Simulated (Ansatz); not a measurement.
## Zn$_{6}$O$_{7}$: course of a relaxation

The calculation used Ansatz, DFT PBE, scalar-relativistic, plane waves, PAW. Settings: 420 eV cutoff, 3×3×3 k-mesh, Gaussian smearing of 0.02 eV, no spin polarisation.

What was changed: O interstitial, charge +0, atoms relaxed.

In a supercell of 13 atoms the defect feels its periodic images, and the cell reads as a metal on the mesh, so a level in the gap can't be told from a carrier in the bands.

Spin polarisation was left out.

Command:

```bash
ansatz run input.yaml --threads 4 --pin off --max-ram 10240MiB --backend cpu --events-out ev --progress --plain --runs-dir out
```

Input:

```yaml
crystal:
  lattice:
    - [0.0, 0.0, -5.2932331742]
    - [-4.9190861691, -2.8400357239, 0.0]
    - [1.0e-10, 5.6800714478, 0.0]
  atoms:
    - { symbol: Zn, position: [0.4993955884, 0.3333333333, 0.3333333333] }
    - { symbol: Zn, position: [0.4993955884, 0.6666666667, 0.0] }
    - { symbol: Zn, position: [0.4993955884, 0.0, 0.6666666667] }
    - { symbol: Zn, position: [0.9993955884, 0.6666666667, 0.6666666667] }
    - { symbol: Zn, position: [0.9993955884, 0.0, 0.3333333333] }
    - { symbol: Zn, position: [0.9993955884, 0.3333333333, 0.0] }
    - { symbol: O, position: [0.1202944116, 0.3333333333, 0.3333333333] }
    - { symbol: O, position: [0.1202944116, 0.6666666667, 0.0] }
    - { symbol: O, position: [0.1202944116, 0.0, 0.6666666667] }
    - { symbol: O, position: [0.6202944116, 0.6666666667, 0.6666666667] }
    - { symbol: O, position: [0.6202944116, 0.0, 0.3333333333] }
    - { symbol: O, position: [0.6202944116, 0.3333333333, 0.0] }
    - { symbol: O, position: [0.79318843, 0.0175419089, 0.0292733959] }
basis:
  ecutwfc: 420
  xc_grid: 2
kpoints:
  mp_grid: { grid: [3, 3, 3], shift: [0.0, 0.0, 0.0] }
hamiltonian:
  xc: pbe
scf:
  occupations: { method: gaussian, width: 0.02 }
output:
  forces: true
  stress: false
  eigenvalues: true
relax:
  adjacent_minimum: "off"
  f_tol: 0.02
  max_steps: 60
```

F is the free energy.

Steps:

| step | F − F(1) (eV) | largest force component (eV/Å) |
| --- | --- | --- |
| 1 | 0.0000 | 2.234 |
| 2 | -0.7735 | 1.282 |
| 3 | -1.1661 | 0.568 |
| 4 | -1.3529 | 0.452 |
| 5 | -1.4715 | 0.094 |
| 6 | -1.4754 | 0.020 |
| 7 | -1.4755 | 0.006 |

Relaxed structure:

```yaml
crystal:
  lattice:
    - [0.00000, 0.00000, -5.29323]
    - [-4.91909, -2.84004, 0.00000]
    - [0.00000, 5.68007, 0.00000]
  atoms:
    - { symbol: Zn, position: [0.49592, 0.32519, 0.32612] }
    - { symbol: Zn, position: [0.49592, 0.67745, 0.00228] }
    - { symbol: Zn, position: [0.49595, 0.00135, 0.67831] }
    - { symbol: Zn, position: [0.99230, 0.68343, 0.68434] }
    - { symbol: Zn, position: [0.99234, 0.00134, 0.32021] }
    - { symbol: Zn, position: [0.99233, 0.31931, 0.00225] }
    - { symbol: O, position: [0.12089, 0.37305, 0.37397] }
    - { symbol: O, position: [0.12097, 0.62970, 0.00232] }
    - { symbol: O, position: [0.12100, 0.00140, 0.63059] }
    - { symbol: O, position: [0.59799, 0.65359, 0.65448] }
    - { symbol: O, position: [0.59811, 0.00129, 0.35001] }
    - { symbol: O, position: [0.59805, 0.34909, 0.00219] }
    - { symbol: O, position: [0.88955, 0.00133, 0.00222] }
```

Symmetry: P31m, No. 157, trigonal system. The conventional cell has a = 5.680 Å, b = 5.680 Å, c = 5.293 Å, α = 90.00°, β = 90.00°, γ = 120.00°. Zn (site symmetry m) has 4 O at 1.94 to 2.00 Å as nearest neighbours. Zn (site symmetry m) has 5 O at 1.89 to 2.09 Å as nearest neighbours. O (site symmetry m) has 4 Zn at 1.89 to 2.09 Å as nearest neighbours. O (site symmetry m) has 4 Zn at 1.94 to 2.09 Å as nearest neighbours. O (site symmetry 3m) has 3 Zn at 1.89 Å as nearest neighbours.

The run converged. It took 58 s on 4 threads of Intel(R) Xeon(R) Processor @ 2.70GHz (shared host), peak memory 0.6 GiB.